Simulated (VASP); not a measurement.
# GaS (P6_3/mmc) in VASP: settings compared

Aim: see how the results for GaS move with the level of theory and the settings. Levels: r2SCAN, LDA. Tasks: relaxation of cell and atoms.

Program: VASP 6.6.1. These are calculated values, not measurements. Logs are shortened: lines on timing, memory, paths and dates and some standing lists are left out, and cuts for length are marked.

## Step 1: The structure

It takes space group P6_3/mmc (No. 194, hexagonal). The conventional cell has a = 3.585 Å, b = 3.585 Å, c = 15.500 Å, α = 90.00°, β = 90.00°, γ = 120.00°. Ga (site symmetry 3m) is surrounded by 3 S at 2.34 Å and 1 Ga at 2.48 Å. S (site symmetry 3m) is surrounded by 3 Ga at 2.34 Å.

## Step 2: Relaxation of cell and atoms, r2SCAN

The input, INCAR:

```
PREC = Accurate
ENCUT = 600
EDIFF = 1E-6
ISMEAR = 0
SIGMA = 0.03
LREAL = False
LASPH = True
NELM = 80
ALGO = Normal
ISIF = 3
LWAVE = False
LCHARG = False
METAGGA = R2SCAN
LMIXTAU = True
IBRION = 2
NSW = 90
EDIFFG = -0.01
KPAR = 2
```

The input, KPOINTS:

```
regular mesh
0
Gamma
  9 9 2
```

The input, POSCAR:

```
GaS
1.0
    3.5850000000      0.0000000000      0.0000000000
   -1.7925000000      3.1047010726      0.0000000000
    0.0000000000      0.0000000000     15.5000000000
Ga S
4 4
Direct
    0.3333333333      0.6666666667      0.1700000000
    0.6666666667      0.3333333333      0.6700000000
    0.3333333333      0.6666666667      0.3300000000
    0.6666666667      0.3333333333      0.8300000000
    0.3333333333      0.6666666667      0.6000000000
    0.6666666667      0.3333333333      0.1000000000
    0.3333333333      0.6666666667      0.9000000000
    0.6666666667      0.3333333333      0.4000000000
```

Potentials or basis: VASP PAW PBE potentials, release 64 (Ga_d, S).

Run with:

```bash
$ cat potpaw_PBE.64/Ga_d/POTCAR potpaw_PBE.64/S/POTCAR > POTCAR
$ mpirun -np 2 vasp_std > vasp.out
```

OUTCAR:

```text
PREC = Accurate
   ENCUT = 600
   EDIFF = 1E-6
   ISMEAR = 0
   LREAL = False
   LASPH = True
   NELM = 80
   ISIF = 3
   METAGGA = R2SCAN
   IBRION = 2
   NSW = 90
   EDIFFG = -0.01

 ion  position               nearest neighbor table
   1  0.333  0.667  0.170-   6 2.34   6 2.34   6 2.34   3 2.48
   2  0.667  0.333  0.670-   5 2.34   5 2.34   5 2.34   4 2.48
   3  0.333  0.667  0.330-   8 2.34   8 2.34   8 2.34   1 2.48
   4  0.667  0.333  0.830-   7 2.34   7 2.34   7 2.34   2 2.48
   5  0.333  0.667  0.600-   2 2.34   2 2.34   2 2.34
   6  0.667  0.333  0.100-   1 2.34   1 2.34   1 2.34
   7  0.333  0.667  0.900-   4 2.34   4 2.34   4 2.34
   8  0.667  0.333  0.400-   3 2.34   3 2.34   3 2.34

  LATTYP: Found a hexagonal cell.
 ALAT       =     3.5850000000
 C/A-ratio  =     4.3235704324

  Lattice vectors:

 A1 = (   3.5850000000,   0.0000000000,   0.0000000000)
 A2 = (  -1.7925000000,   3.1047010726,   0.0000000000)
 A3 = (   0.0000000000,   0.0000000000,  15.5000000000)

Analysis of symmetry for initial positions (statically):
=====================================================================
 Subroutine PRICEL returns:
 Original cell was already a primitive cell.

 Routine SETGRP: Setting up the symmetry group for a
 hexagonal supercell.

 Subroutine GETGRP returns: Found 24 space group operations
 (whereof 12 operations were pure point group operations)
 out of a pool of 24 trial point group operations.

The static configuration has the point symmetry D_3d.
 The point group associated with its full space group is D_6h.

Analysis of symmetry for dynamics (positions and initial velocities):
=====================================================================
 Subroutine PRICEL returns:
 Original cell was already a primitive cell.

 Routine SETGRP: Setting up the symmetry group for a
 hexagonal supercell.

 Subroutine GETGRP returns: Found 24 space group operations
 (whereof 12 operations were pure point group operations)
 out of a pool of 24 trial point group operations.

The dynamic configuration has the point symmetry D_3d.
 The point group associated with its full space group is D_6h.

 Subroutine INISYM returns: Found 24 space group operations
 (whereof 12 operations are pure point group operations),
 and found     1 'primitive' translations

----------------------------------------------------------------------------------------

                                     Primitive cell

  volume of cell :     172.5205

  direct lattice vectors                    reciprocal lattice vectors
[... 116 lines left out ...]
   IMIX   =      4    mixing-type and parameters
     AMIX     =   0.40;   BMIX     =  1.00
     AMIX_MAG =   1.60;   BMIX_MAG =  1.00
  volume/ion in A,a.u.               =      21.57       145.53
  Fermi-wavevector in a.u.,A,eV,Ry     =   1.245659  2.353954 21.111700  1.551666
  Thomas-Fermi vector in A             =   2.379871
   LORBIT       =      0    0 simple, 1 ext, 2 COOP (PROOUT), +10 PAW based schemes
   METAGGA = R2SCAN    functional components
   LHFCALC =     F    Hartree Fock is set to
   AEXX    =    0.0000 exact exchange contribution
   IVDW    =     0    specifies the selected vdW correction
   LEPSILON=     F    determine dielectric tensor
   LRPA    =     F    only Hartree local field effects (RPA)
 conjugate gradient relaxation of ions
 non-spin polarized calculation
 Gauss-broadening in eV      SIGMA  =   0.03
  energy-cutoff  :      600.00
  volume of cell :      172.52
 maximum number of plane-waves:      5823
 NGX is ok and might be reduce to    30
   NGX = 15   NGY = 15   NGZ = 61

--------------------------------------- Ionic step        1  -------------------------------------------

 number of electron      75.9999985 magnetization

 Free energy of the ion-electron system (eV)
  ---------------------------------------------------
  ext. energy  EPLUGINS =         0.00000000
  ---------------------------------------------------
  free energy    TOTEN  =       -83.96751982 eV

  energy without entropy =      -83.96751982  energy(sigma->0) =      -83.96751982

------------------------ aborting loop because EDIFF is reached ----------------------------------------

  FORCE on cell =-STRESS in cart. coord.  units (eV):
  Direction    XX          YY          ZZ          XY          YZ          ZX
  --------------------------------------------------------------------------------------
  -------------------------------------------------------------------------------------
  Total        0.2147890      0.2147890     -0.9109545      0.0000000      0.0000000      0.0000000
  in kB        1.9947201      1.9947201     -8.4599271      0.0000000      0.0000000      0.0000000
  external PRESSURE =      -1.4901623 kB  Pullay stress =       0.0000000 kB
[... 107 lines left out ...]
  FREE ENERGIE OF THE ION-ELECTRON SYSTEM (eV)
  ---------------------------------------------------
  free  energy   TOTEN  =       -83.9815159982 eV

  energy  without entropy=      -83.9815159982  energy(sigma->0) =      -83.98151600

 E-fermi :   3.5997     XC(G=0): -10.0016

 val. band max:        3.4415713711   @ k =   0.0000   0.0000   0.0000
 cond. band min:       5.4581960503   @ k =   0.4444   0.0000   0.0000
 fundamental gap:      2.0166246792
 Fermi energy:         3.5996673532

 k-point     1 :       0.0000    0.0000    0.0000
  band No.  band energies     occupation
      1     -11.9546      2.00000
      2     -11.9475      2.00000
      3     -11.7946      2.00000
      4     -11.7946      2.00000
      5     -11.7945      2.00000
      6     -11.7945      2.00000
[... 1141 lines left out ...]
     44       8.4309      0.00000
     45       9.0744      0.00000

[... ionic steps 4 to 14 ...]

--------------------------------------- Ionic step       15  -------------------------------------------

 number of electron      75.9999987 magnetization

------------------------ aborting loop because EDIFF is reached ----------------------------------------
[... 79 lines left out ...]
--------------------------------------- Ionic step       17  -------------------------------------------

 number of electron      75.9999986 magnetization

 Free energy of the ion-electron system (eV)
  ---------------------------------------------------
  ext. energy  EPLUGINS =         0.00000000
  ---------------------------------------------------
  free energy    TOTEN  =       -84.01313453 eV

  energy without entropy =      -84.01313453  energy(sigma->0) =      -84.01313453

 E-fermi :   3.3675     XC(G=0):  -9.9022

 val. band max:        3.1946829057   @ k =   0.0000   0.0000   0.0000
 cond. band min:       5.3095390332   @ k =   0.4444   0.0000   0.0000
 fundamental gap:      2.1148561274
 Fermi energy:         3.3675267159

 k-point     1 :       0.0000    0.0000    0.0000
  band No.  band energies     occupation
      1     -12.0978      2.00000
      2     -12.0934      2.00000
      3     -11.9462      2.00000
      4     -11.9462      2.00000
      5     -11.9461      2.00000
      6     -11.9461      2.00000
[... 1176 lines left out ...]
  FREE ENERGIE OF THE ION-ELECTRON SYSTEM (eV)
  ---------------------------------------------------
  free  energy   TOTEN  =       -84.0131345282 eV

  energy  without entropy=      -84.0131345282  energy(sigma->0) =      -84.01313453

 reached required accuracy - stopping structural energy minimisation
```

CONTCAR:

```text
GaS
   1.00000000000000
     3.5937558213790002   -0.0000000000000000    0.0000000000000000
    -1.7968779106895001    3.1122838363454322    0.0000000000000000
     0.0000000000000000   -0.0000000000000000   16.0398748970126270
  Ga              S
     4     4
Direct
     0.3333333332999970    0.6666666667000030    0.1738420002456976
     0.6666666667000030    0.3333333332999970    0.6738420002456977
     0.3333333332999970    0.6666666667000030    0.3261579997543024
     0.6666666667000030    0.3333333332999970    0.8261579997543023
     0.3333333332999970    0.6666666667000030    0.6072233010977875
     0.6666666667000030    0.3333333332999970    0.1072233010977878
     0.3333333332999970    0.6666666667000030    0.8927766989022125
     0.6666666667000030    0.3333333332999970    0.3927766989022123

  0.00000000E+00  0.00000000E+00  0.00000000E+00
  0.00000000E+00  0.00000000E+00  0.00000000E+00
  0.00000000E+00  0.00000000E+00  0.00000000E+00
  0.00000000E+00  0.00000000E+00  0.00000000E+00
  0.00000000E+00  0.00000000E+00  0.00000000E+00
  0.00000000E+00  0.00000000E+00  0.00000000E+00
  0.00000000E+00  0.00000000E+00  0.00000000E+00
  0.00000000E+00  0.00000000E+00  0.00000000E+00
```

Run time: 61 min. Hardware: 2 MPI ranks of Intel Xeon 6975P-C (Granite Rapids), shared host; peak memory 0.49 GiB.

Results:

| Property | Result |
| --- | --- |
| Free energy | -84.0131 eV |
| Relaxed volume | 22.43 Å³/atom |
| Relaxed cell | a = 3.594 Å, b = 3.594 Å, c = 16.040 Å, α = 90.00°, β = 90.00°, γ = 120.00° |
| Space group after relaxing (to 0.05 Å) | P6_3/mmc (No. 194) |
| Energy gained by relaxing | 5.7 meV/atom |
| Ionic steps | 17 |
| Pressure after relaxing | 0.0 GPa |
| Largest force after relaxing | 0.009 eV/Å |
| Band gap on the k mesh | 2.11 eV, indirect (least direct gap 2.33 eV) |

Forces in eV/Å, atoms in the order of the input:
```
Ga   0.000  0.000 -0.009
Ga   0.000  0.000 -0.009
Ga   0.000  0.000  0.009
Ga   0.000  0.000  0.009
S    0.000  0.000  0.007
S    0.000  0.000  0.007
S    0.000  0.000 -0.007
S    0.000  0.000 -0.007
```

The path:
```
step  energy change (eV)  largest force (eV/Å)  pressure (GPa)  volume (Å³)
   1              0.0000                0.2164           -0.15       172.52
   2             -0.0125                0.1391            0.18       172.02
   3             -0.0140                0.1069            0.35       171.81
   4             -0.0197                0.0900            0.12       172.92
   5             -0.0261                0.0981           -0.39       175.81
   6             -0.0302                0.1072           -0.25       175.87
   7             -0.0348                0.1239            0.03       175.96
   8             -0.0372                0.1779            0.65       176.12
   9             -0.0391                0.1495            0.61       176.47
  10             -0.0432                0.0755            0.55       177.52
  11             -0.0429                0.1151            0.35       179.61
  12             -0.0441                0.0513            0.43       178.76
  13             -0.0442                0.0385            0.44       178.48
  14             -0.0452                0.0249            0.23       178.88
  15             -0.0456                0.0204            0.01       179.37
  16             -0.0456                0.0197           -0.01       179.40
  17             -0.0456                0.0093           -0.01       179.40
```

Final structure:
```xyz
8
Lattice="3.5938 0.0000 0.0000 -1.7969 3.1123 0.0000 0.0000 0.0000 16.0399" Properties=species:S:1:pos:R:3 pbc="T T T"
Ga    0.0000    2.0749    2.7884
Ga    1.7969    1.0374   10.8083
Ga    0.0000    2.0749    5.2315
Ga    1.7969    1.0374   13.2515
S     0.0000    2.0749    9.7398
S     1.7969    1.0374    1.7198
S     0.0000    2.0749   14.3200
S     1.7969    1.0374    6.3001
```

Caveat: the PAW data sets were made with another functional, which shifts forces and pressure a little; an odd mesh through Γ misses points on the zone boundary, where band edges often lie.

(Continued in part 2 of 2.)
